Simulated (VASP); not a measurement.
# Settings for La: self-consistent run

La, I4/mmm (no. 139), 1 atom in the cell. PBEsol; PAW potentials La (PBE set). VASP 6.6.1.

Wanted: energy within 2 meV/atom; stress within 0.2 GPa.

What the run is for: all; Accuracy asked: standard.

POSCAR:
```
La
1.0
   -2.1238310710      2.1238310710      2.1556885371
    2.1238310710     -2.1238310710      2.1556885371
    2.1238310710      2.1238310710     -2.1556885371
La
1
Direct
    0.0000000000      0.0000000000      0.0000000000
```

The series start from Plane-wave cutoff (eV): 290; Smearing width (eV): 0.03; k-point mesh: 12 × 12 × 12; Precision mode (PREC): Accurate; Electronic threshold (eV): 1e-6; Bands in all (NBANDS): 15; Aspherical gradient terms in the spheres (LASPH): yes; Electronic algorithm: ALGO=Normal; Density mixing: defaults; Use of symmetry (ISYM): defaults. Each series keeps the choices made before it, and each single choice may use up half of a tolerance.

## Plane-wave cutoff (eV)

| Plane-wave cutoff (eV) | Energy less reference (meV/atom) | Stress, largest deviation (GPa) | SCF iterations | Time (s) |
|---|---|---|---|---|
| 180 | 12.2 | 1.82 | 11 | 13 |
| 220 | -9.4 | 0.14 | 11 | 26 |
| 250 | -6.4 | 0.18 | 9 | 25 |
| 290 | -1.4 | 0.11 | 11 | 28 |
| 330 | -0.5 | 0.03 | 11 | 36 |
| 380 | -0.6 | 0.00 | 11 | 44 |
| 460 | -0.2 | 0.01 | 11 | 76 |
| 580 (reference) | 0.0 | 0.00 | 11 | 104 |

Chosen: 330, the loosest value from which every tighter one stays within half of the tolerance.

## Smearing width (eV)

| Smearing width (eV) | Energy less reference (meV/atom) | Stress, largest deviation (GPa) | SCF iterations | Time (s) |
|---|---|---|---|---|
| 0.15 | -13.3 | 0.38 | 11 | 33 |
| 0.1 | -5.8 | 0.21 | 11 | 27 |
| 0.07 | -2.2 | 0.12 | 11 | 35 |
| 0.05 | -0.7 | 0.08 | 11 | 39 |
| 0.03 | -0.1 | 0.03 | 11 | 36 |
| 0.02 (reference) | 0.0 | 0.00 | 11 | 31 |

Chosen: 0.05.

## k-point mesh

| k-point mesh | Energy less reference (meV/atom) | Stress, largest deviation (GPa) | SCF iterations | Time (s) |
|---|---|---|---|---|
| 4 × 4 × 4 | 22.8 | 1.13 | 11 | 8.1 |
| 5 × 5 × 5 | 73.1 | 0.42 | 11 | 9.6 |
| 6 × 6 × 6 | 14.1 | 0.85 | 11 | 8.7 |
| 8 × 8 × 8 | -8.3 | 0.34 | 11 | 15 |
| 10 × 10 × 10 | 5.5 | 0.06 | 11 | 21 |
| 12 × 12 × 12 | -2.1 | 0.06 | 11 | 39 |
| 14 × 14 × 14 | 0.0 | 0.08 | 11 | 49 |
| 17 × 17 × 17 (reference) | 0.0 | 0.00 | 11 | 59 |

Chosen: 14 × 14 × 14.

## Precision mode (PREC)

| Precision mode (PREC) | Energy less reference (meV/atom) | Stress, largest deviation (GPa) | SCF iterations | Time (s) |
|---|---|---|---|---|
| Low | -0.1 | 0.02 | 11 | 28 |
| SingleN | -1.1 | 0.07 | 11 | 24 |
| Normal | 0.0 | 0.01 | 11 | 25 |
| Accurate (reference) | 0.0 | 0.00 | 11 | 49 |

Chosen: Normal.

## Electronic threshold (eV)

| Electronic threshold (eV) | Energy less reference (meV/atom) | Stress, largest deviation (GPa) | SCF iterations | Time (s) |
|---|---|---|---|---|
| 0.001 | 0.0 | 0.02 | 8 | 20 |
| 0.0001 | 0.0 | 0.02 | 8 | 21 |
| 1e-5 | 0.0 | 0.00 | 10 | 23 |
| 1e-6 | 0.0 | 0.00 | 11 | 25 |
| 1e-7 | 0.0 | 0.00 | 13 | 30 |
| 1e-8 (reference) | 0.0 | 0.00 | 13 | 33 |

Chosen: 0.001.

## Bands in all (NBANDS)

| Bands in all (NBANDS) | Energy less reference (meV/atom) | Stress, largest deviation (GPa) | SCF iterations | Time (s) |
|---|---|---|---|---|
| 7 | 0.0 | 0.01 | 8 | 10 |
| 8 | 0.0 | 0.03 | 8 | 12 |
| 10 | 0.0 | 0.01 | 8 | 15 |
| 12 | 0.0 | 0.02 | 8 | 17 |
| 15 | 0.0 | 0.00 | 8 | 20 |
| 24 (reference) | 0.0 | 0.00 | 8 | 31 |

Chosen: 7.

## Aspherical gradient terms in the spheres (LASPH)

| Aspherical gradient terms in the spheres (LASPH) | Energy less reference (meV/atom) | Stress, largest deviation (GPa) | SCF iterations | Time (s) |
|---|---|---|---|---|
| yes | 0.0 | 0.00 | 8 | 10 |
| no | 0.0 | 0.00 | 8 | 10 |

Chosen: yes; no other choice that stays within half of the tolerance saves 30 % of the time.

## Electronic algorithm

| Electronic algorithm | Energy less reference (meV/atom) | Stress, largest deviation (GPa) | SCF iterations | Time (s) |
|---|---|---|---|---|
| ALGO=Normal | 0.0 | 0.00 | 8 | 10 |
| ALGO=Fast | 0.5 | 0.34 | 8 | 10 |
| ALGO=VeryFast | 1.27e5 | 22.51 | 66 | 86 |
| ALGO=All ISEARCH=1 | 1.5 | 0.42 | 8 | 11 |
| ALGO=All ISEARCH=0 | 1.5 | 0.42 | 8 | 12 |
| ALGO=Damped TIME=0.4 | 27.8 | 0.37 | 67 | 57 |
| ALGO=Damped TIME=0.1 | 35.8 | 0.10 | 116 | 93 |

Chosen: ALGO=Normal.

## Density mixing

| Density mixing | Energy less reference (meV/atom) | Stress, largest deviation (GPa) | SCF iterations | Time (s) |
|---|---|---|---|---|
| defaults | 0.0 | 0.00 | 8 | 10 |
| BMIX=2.0 | 0.1 | 0.08 | 8 | 9.3 |
| AMIX=0.8 | 0.0 | 0.01 | 8 | 13 |
| BMIX=0.0001 | 0.0 | 0.08 | 8 | 9.7 |
| AMIX=0.4 IMIX=1 | -0.4 | 0.65 | 9 | 11 |
| AMIX=0.4 AMIN=0.6 IMIX=2 | -0.3 | 0.20 | 11 | 14 |
| INIMIX=0 | 0.0 | 0.08 | 8 | 8.1 |

Chosen: defaults.

## Use of symmetry (ISYM)

| Use of symmetry (ISYM) | Energy less reference (meV/atom) | Stress, largest deviation (GPa) | SCF iterations | Time (s) |
|---|---|---|---|---|
| defaults | 0.0 | 0.00 | 8 | 10 |
| ISYM=1 | 0.0 | 0.00 | 8 | 7.8 |
| ISYM=0 | 0.0 | 0.00 | 8 | 33 |
| ISYM=-1 | 0.0 | 0.01 | 8 | 100 |

Chosen: defaults.

## All choices together

| Input | Energy less reference (meV/atom) | Stress, largest deviation (GPa) | Time (s) |
|---|---|---|---|
| the program's defaults (naive) | 60.7 | 0.17 | 1.2 |
| chosen settings | -1.8 | 0.14 | 10 |
| reference settings throughout | 0.0 | 0.00 | 496 |

The tolerance is met.

Values of the reference run: Stress: -2.998, 0, 0, 0, -2.998, 0, 0, 0, -2.116 GPa.

## The input

INCAR:
```
SYSTEM = La
GGA = PS ; ISMEAR = -1
SIGMA = 0.05 ; LWAVE = .False.
LCHARG = .False. ; ISIF = 2
PREC = Normal ; LASPH = .True.
LREAL = .False. ; ALGO = Normal
EDIFF = 0.001 ; NELM = 200
GGA_COMPAT = .False. ; ENCUT = 330
LMAXMIX = 6 ; NBANDS = 7
```

KPOINTS:
```
Automatic mesh
0
Gamma
  14 14 14
  0 0 0
```

Commands:
```
cat potpaw_PBE.64/La/POTCAR > POTCAR
mpirun -np 1 vasp_std > vasp.out
```

The chosen input took VASP 6.6.1 10 s on 1 core (Intel Xeon Platinum 8488C (Sapphire Rapids)), a shared host.

## An input that fails: smearing far too wide

It runs to its end, but against the unchanged starting input it is off by 192.7 meV/atom in the energy, 5.37 GPa in the stress.

Changes against the starting input:
```
- ISMEAR = -1
- SIGMA = 0.03
- NELM = 200
+ ISMEAR = 0
+ SIGMA = 2.0
+ NELM = 60
```
